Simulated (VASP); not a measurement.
## SnTe: relaxation of the atoms with optB86b-vdW

SnTe:

```xyz
2
Lattice="0.0000 3.1509 3.1509 3.1509 0.0000 3.1509 3.1509 3.1509 0.0000" Properties=species:S:1:pos:R:3 pbc="T T T"
Te    3.1837    3.1710    3.1115
Sn    0.0479   -0.0299   -0.0477
```

The cell isn't the ideal one: atoms moved at random, drawn with an rms of 0.1 Å.

```
Program                   : VASP 6.6.1
Task                      : relaxation of the atoms
Functional                : optB86b-vdW
Potentials or basis       : VASP PAW PBE potentials, release 64 (Te, Sn_d)
Cutoff                    : 520 eV
k mesh                    : 7 × 7 × 7
Occupations               : fermi-dirac, width 0.1 eV
Spin                      : no spin polarisation
Atoms held fixed (from 0) : [0]
Further INCAR settings    : ALGO = Normal; EDIFF = 1e-07; IBRION = 2; EDIFFG = -0.005; NSW = 60
```

```yaml
Energy_gained_by_relaxing: 0.2 meV/atom
Ionic_steps: 6
Pressure_after_relaxing: 1.2 GPa
Band_gap_on_the_k_mesh: 0.66 eV, direct
```

Step by step:
| step | energy change (eV) | largest force (eV/Å) | pressure (GPa) |
| --- | --- | --- | --- |
| 1 | 0.0000 | 0.0149 | 1.21 |
| 2 | 0.0000 | 0.0144 | 1.21 |
| 3 | 0.0000 | 0.0132 | 1.21 |
| 4 | -0.0001 | 0.0120 | 1.20 |
| 5 | -0.0002 | 0.0091 | 1.19 |
| 6 | -0.0003 | 0.0044 | 1.18 |

Final structure:
```yaml
crystal:
  lattice:
    - [0.00000, 3.15085, 3.15085]
    - [3.15085, 0.00000, 3.15085]
    - [3.15085, 3.15085, 0.00000]
  atoms:
    - { symbol: Te, position: [0.49173, 0.49578, 0.51465] }
    - { symbol: Sn, position: [0.98727, 0.99914, 0.01326] }
```

Levels at points of the mesh, in eV from the valence-band top:
```tsv
k point	band 8	band 9	band 10	band 11	band 12	band 13
(0.00, 0.00, 0.00)	-1.88	-1.88	-1.88	3.56	3.56	3.56
```

Wall time 10 min on 1 thread of Intel(R) Xeon(R) Platinum 8488C (Sapphire Rapids) (shared host), peak memory 0.58 GiB.

Caveat: the PAW data sets were made with another functional, which shifts forces and pressure a little; spin-orbit coupling is left out, which moves the levels of the heavy elements; an odd mesh through Γ misses points on the zone boundary, where band edges often lie.
